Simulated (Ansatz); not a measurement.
## Stress against strain in InP

```xyz
2
Lattice="0.0000 2.8550 2.8550 2.8550 0.0000 2.8550 2.8550 2.8550 0.0000" Properties=species:S:1:pos:R:3 pbc="T T T"
In    0.0000    0.0000    0.0000
P     2.8550    2.8550    2.8550
```

Atom numbers follow the list: In1, P2.

Conventional cell: a = 5.710 Å, b = 5.710 Å, c = 5.710 Å, α = 90.00°, β = 90.00°, γ = 90.00°. In (atom 1) is surrounded by 6 P at 2.85 Å. P (atom 2) has 6 In at 2.85 Å as nearest neighbours.

The geometry is COD entry 1538565, unchecked; take it as a test cell.

No spin–orbit coupling, which matters for the heavy atoms here.

Theory: DFT, PBE, all-electron LAPW, scalar-relativistic (Ansatz 0.2.0).

The runs use a Γ-centred 11×11×11 k mesh, Fermi–Dirac smearing of 0.03 eV, basis error target 0.25 meV/atom, no spin polarisation.

The strain is applied along the Cartesian axes of the cell as listed (γ is the engineering shear, twice εxy = εyz = εzx). Fractional coordinates are held (clamped ions).

σ is the change of stress from the unstrained cell, which is at -5.36 GPa; tension is positive, so slopes are stress–strain coefficients at that pressure. In a metal the k mesh adds noise.

Only quantities that a quadratic follows smoothly over the whole series are listed; rougher ones are left out.

| γ | σxy (GPa) |
| --- | --- |
| -0.0300 | -0.79 |
| -0.0200 | -0.55 |
| 0.0000 | 0.00 |
| 0.0100 | 0.29 |
| 0.0200 | 0.61 |
| 0.0300 | 0.93 |

(1) Fit the series and read off the stiffness at zero strain.

(2) One run, at γ = -0.0100, is withheld. Predict its row.

Results:

(1) Least-squares fits y = p0 + p1 x + p2 x² to the rows give σxy (GPa): p1 = 28.8, p2 = 80. So C44 (clamped ions) = 29 GPa.

(2) The fits give -0.28; the run gave -0.28.
